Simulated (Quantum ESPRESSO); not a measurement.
# Si2W (I4/mmm) in Quantum ESPRESSO: reference runs

How does Si2W come out in PBE? The cell is run as given and disturbed, then over a range of volumes.

Program: Quantum ESPRESSO 7.5. These are calculated values, not measurements. Logs are shortened: lines on timing, memory, paths and dates and some standing lists are left out, and cuts for length are marked.

### 1 Starting point

Symmetry: I4/mmm, No. 139, tetragonal system. Conventional cell: a = 3.214 Å, b = 3.214 Å, c = 7.830 Å, α = 90.00°, β = 90.00°, γ = 90.00°. Around W (site symmetry 4/mmm) lie 10 Si at 2.62 Å. Around Si (site symmetry 4mm) lie 5 Si at 2.59 to 2.63 Å and 5 W at 2.62 Å.

### 2 Single point, PBE

The input, pw.in:

```
&CONTROL
  calculation = 'scf'
  prefix = 'pwscf'
  outdir = './tmp'
  pseudo_dir = './pseudo'
  tprnfor = .true.
  tstress = .true.
  disk_io = 'low'
/
&SYSTEM
  ibrav = 0
  nat = 3
  ntyp = 2
  ecutwfc = 55
  ecutrho = 440
  nbnd = 18
  occupations = 'smearing'
  smearing = 'fd'
  degauss = 0.00367493
/
&ELECTRONS
  conv_thr = 6d-10
  electron_maxstep = 120
  mixing_beta = 0.5
/
ATOMIC_SPECIES
W    183.8400 W_pbe_v1.2.uspp.F.UPF
Si    28.0850 Si.pbe-n-rrkjus_psl.1.0.0.UPF
CELL_PARAMETERS angstrom
  -1.6069000000    1.6069000000    3.9149500000
   1.6069000000   -1.6069000000    3.9149500000
   1.6069000000    1.6069000000   -3.9149500000
ATOMIC_POSITIONS crystal
W      0.0000000000    0.0000000000    0.0000000000
Si     0.6653000000    0.6653000000    0.0000000000
Si     0.3347000000    0.3347000000    0.0000000000
K_POINTS automatic
12 12 12 0 0 0
```

The input, pp_density.in:

```
&INPUTPP
  prefix = 'pwscf'
  outdir = './tmp'
  filplot = 'density.dat'
  plot_num = 0
/
&PLOT
  nfile = 1
  filepp(1) = 'density.dat'
  iflag = 3
  output_format = 6
  fileout = 'density.cube'
/
```

The input, pp_potential.in:

```
&INPUTPP
  prefix = 'pwscf'
  outdir = './tmp'
  filplot = 'potential.dat'
  plot_num = 11
/
&PLOT
  nfile = 1
  filepp(1) = 'potential.dat'
  iflag = 3
  output_format = 6
  fileout = 'potential.cube'
/
```

Potentials or basis: SSSP 1.3 efficiency PBE.

Started as:

```console
> OMP_NUM_THREADS=1 mpirun -n 2 pw.x -nk 2 -in pw.in > pw.out
> OMP_NUM_THREADS=1 mpirun -n 1 pp.x -in pp_density.in > pp_density.out
> OMP_NUM_THREADS=1 mpirun -n 1 pp.x -in pp_potential.in > pp_potential.out
```

pw.out:

```text
This program is part of the open-source Quantum ESPRESSO suite
     for quantum simulation of materials; please cite
         "P. Giannozzi et al., J. Phys.:Condens. Matter 21 395502 (2009);
         "P. Giannozzi et al., J. Phys.:Condens. Matter 29 465901 (2017);
         "P. Giannozzi et al., J. Chem. Phys. 152 154105 (2020);
     in publications or presentations arising from this work. More details at

     Message from routine setup:
     using ibrav=0 with symmetry is DISCOURAGED, use correct ibrav instead

     K-points division:     npool     =       2
     Subspace diagonalization in iterative solution of the eigenvalue problem:
     a serial algorithm will be used

     G-vector sticks info
     --------------------
     sticks:   dense  smooth     PW     G-vecs:    dense   smooth      PW
     Sum        2225    1115    405                42617    15047    3325

     Using Slab Decomposition

     bravais-lattice index     =            0
     lattice parameter (alat)  =       8.5542  a.u.
     unit-cell volume          =     272.8730 (a.u.)^3
     number of atoms/cell      =            3
     number of atomic types    =            2
     number of electrons       =        22.00
     number of Kohn-Sham states=           18
     kinetic-energy cutoff     =      55.0000  Ry
     charge density cutoff     =     440.0000  Ry
     scf convergence threshold =      6.0E-10
     mixing beta               =       0.5000
     number of iterations used =            8  plain     mixing
     Exchange-correlation= PBE
                           (   1   4   3   4   0   0   0)

     celldm(1)=   8.554239  celldm(2)=   0.000000  celldm(3)=   0.000000
     celldm(4)=   0.000000  celldm(5)=   0.000000  celldm(6)=   0.000000

     crystal axes: (cart. coord. in units of alat)
               a(1) = (  -0.354982   0.354982   0.864856 )
               a(2) = (   0.354982  -0.354982   0.864856 )
               a(3) = (   0.354982   0.354982  -0.864856 )

     reciprocal axes: (cart. coord. in units 2 pi/alat)
               b(1) = ( -0.000000  1.408522  0.578131 )
               b(2) = (  1.408522 -0.000000  0.578131 )
               b(3) = (  1.408522  1.408522  0.000000 )

     PseudoPot. # 1 for W  read from file:
     W_pbe_v1.2.uspp.F.UPF
     Pseudo is Ultrasoft + core correction, Zval = 14.0
     Generated by new atomic code, or converted to UPF format
     Using radial grid of  923 points,  8 beta functions with:
                l(1) =   0
                l(2) =   0
                l(3) =   0
                l(4) =   1
                l(5) =   1
                l(6) =   2
                l(7) =   2
                l(8) =   3
     Q(r) pseudized with  6 coefficients,  rinner =    1.350   1.350   1.350
                                                       1.350   1.350   1.350
                                                       1.350

     PseudoPot. # 2 for Si read from file:
     Si.pbe-n-rrkjus_psl.1.0.0.UPF
     Pseudo is Ultrasoft + core correction, Zval =  4.0
     Generated using "atomic" code by A. Dal Corso  v.5.1
     Using radial grid of 1141 points,  6 beta functions with:
                l(1) =   0
                l(2) =   0
                l(3) =   1
                l(4) =   1
                l(5) =   2
                l(6) =   2
     Q(r) pseudized with 0 coefficients

     atomic species   valence    mass     pseudopotential
     W                14.00   183.84000     W ( 1.00)
     Si                4.00    28.08500     Si( 1.00)

     16 Sym. Ops., with inversion, found

   Cartesian axes

     site n.     atom                  positions (alat units)
         1        W      tau(   1) = (   0.0000000   0.0000000   0.0000000  )
         2        Si     tau(   2) = (  -0.0000000  -0.0000000   1.1507771  )
         3        Si     tau(   3) = (  -0.0000000  -0.0000000   0.5789345  )

     number of k points=   163  Fermi-Dirac smearing, width (Ry)=  0.0037

     Number of k-points >= 100: set verbosity='high' to print them.

     Dense  grid:    42617 G-vectors     FFT dimensions: (  60,  60,  60)

     Smooth grid:    15047 G-vectors     FFT dimensions: (  45,  45,  45)

     Initial potential from superposition of free atoms

     starting charge      21.8985, renormalised to      22.0000

     negative rho (up, down):  6.233E-02 0.000E+00
     Starting wfcs are   21 randomized atomic wfcs

     Self-consistent Calculation

     iteration #  1     ecut=    55.00 Ry     beta= 0.50
     Davidson diagonalization with overlap
     ethr =  1.00E-02,  avg # of iterations =  4.5

     Threshold (ethr) on eigenvalues was too large:
     Diagonalizing with lowered threshold

     Davidson diagonalization with overlap
     ethr =  2.02E-04,  avg # of iterations =  3.0

     negative rho (up, down):  6.492E-02 0.000E+00

     total energy              =    -182.05253949 Ry
     estimated scf accuracy    <       0.04683748 Ry

     iteration #  2     ecut=    55.00 Ry     beta= 0.50
     Davidson diagonalization with overlap
     ethr =  2.13E-04,  avg # of iterations =  1.9

     negative rho (up, down):  6.672E-02 0.000E+00

     total energy              =    -182.05421299 Ry
     estimated scf accuracy    <       0.01140577 Ry

     iteration #  3     ecut=    55.00 Ry     beta= 0.50
     Davidson diagonalization with overlap
     ethr =  5.18E-05,  avg # of iterations =  2.5

     negative rho (up, down):  6.781E-02 0.000E+00

     total energy              =    -182.05573596 Ry
     estimated scf accuracy    <       0.00434425 Ry

     iteration #  4     ecut=    55.00 Ry     beta= 0.50
     Davidson diagonalization with overlap
     ethr =  1.97E-05,  avg # of iterations =  1.7

     negative rho (up, down):  6.813E-02 0.000E+00

     total energy              =    -182.05633414 Ry
     estimated scf accuracy    <       0.00008611 Ry

     iteration #  5     ecut=    55.00 Ry     beta= 0.50
     Davidson diagonalization with overlap
     ethr =  3.91E-07,  avg # of iterations =  4.2

     negative rho (up, down):  6.801E-02 0.000E+00

     total energy              =    -182.05635024 Ry
     estimated scf accuracy    <       0.00000947 Ry

     iteration #  6     ecut=    55.00 Ry     beta= 0.50
     Davidson diagonalization with overlap
     ethr =  4.31E-08,  avg # of iterations =  2.0

     negative rho (up, down):  6.798E-02 0.000E+00

     total energy              =    -182.05635186 Ry
     estimated scf accuracy    <       0.00000071 Ry

     iteration #  7     ecut=    55.00 Ry     beta= 0.50
     Davidson diagonalization with overlap
     ethr =  3.23E-09,  avg # of iterations =  2.5

     negative rho (up, down):  6.795E-02 0.000E+00

     total energy              =    -182.05635204 Ry
     estimated scf accuracy    <       0.00000002 Ry

     iteration #  8     ecut=    55.00 Ry     beta= 0.50
     Davidson diagonalization with overlap
     ethr =  8.23E-11,  avg # of iterations =  4.2

     negative rho (up, down):  6.795E-02 0.000E+00

     End of self-consistent calculation

     Number of k-points >= 100: set verbosity='high' to print the bands.

     the Fermi energy is    16.7692 ev

!    total energy              =    -182.05635205 Ry
     estimated scf accuracy    <          3.3E-10 Ry
     smearing contrib. (-TS)   =      -0.00014294 Ry
     internal energy E=F+TS    =    -182.05620911 Ry

     The total energy is F=E-TS. E is the sum of the following terms:
     one-electron contribution =     -29.95106101 Ry
     hartree contribution      =      27.10282699 Ry
     xc contribution           =     -53.93081283 Ry
     ewald contribution        =    -125.27716226 Ry

     convergence has been achieved in   8 iterations

     negative rho (up, down):  6.795E-02 0.000E+00

     Forces acting on atoms (cartesian axes, Ry/au):

     atom    1 type  1   force =     0.00000000    0.00000000    0.00000000
     atom    2 type  2   force =    -0.00000000   -0.00000000    0.00316075
     atom    3 type  2   force =    -0.00000000    0.00000000   -0.00316075

     Total force =     0.004470     Total SCF correction =     0.000004

     Computing stress (Cartesian axis) and pressure

     negative rho (up, down):  6.795E-02 0.000E+00
          total   stress  (Ry/bohr**3)                   (kbar)     P=       34.46
   0.00022154  -0.00000000   0.00000000           32.59       -0.00        0.00
   0.00000000   0.00022154  -0.00000000            0.00       32.59       -0.00
   0.00000000  -0.00000000   0.00025965            0.00       -0.00       38.20

=------------------------------------------------------------------------------=
   JOB DONE.
=------------------------------------------------------------------------------=
```

It took 45 s on 2 MPI ranks of AMD EPYC 9R45 (Zen 5), shared host; peak memory 0.5 GiB.

What came out:

* Free energy: -2477.0029 eV
* Pressure: 3.4 GPa
* Largest force: 0.081 eV/Å
* Band gap on the k mesh: none (metal or under the smearing width)

Forces on the atoms (eV/Å):
```
W    0.000  0.000  0.000
Si   0.000  0.000  0.081
Si   0.000  0.000 -0.081
```

Stress tensor (GPa, compression positive):
```
3.26 0.00 0.00
0.00 3.26 0.00
0.00 0.00 3.82
```

Levels at points of the mesh, in eV from the Fermi level:
```
              k point  band 7  band 8  band 9  band 10  band 11  band 12  band 13  band 14  band 15  band 16
   (0.00, 0.00, 0.00)   -3.76   -3.34   -2.86    -2.86     0.60     2.73     2.93     3.05     3.05     4.61
  (0.00, 0.00, -0.50)   -6.03   -5.51   -5.03    -3.27    -1.79     2.78     2.96     3.11     3.89     4.30
  (0.00, -0.50, 0.00)   -5.77   -4.88   -2.82    -2.78    -0.45     2.69     2.78     3.92     4.41     5.09
(-0.50, -0.50, -0.50)   -3.86   -2.59   -0.86    -0.86    -0.51    -0.51     0.78     4.49     4.86     6.15
```

[end of part 1 of 2]
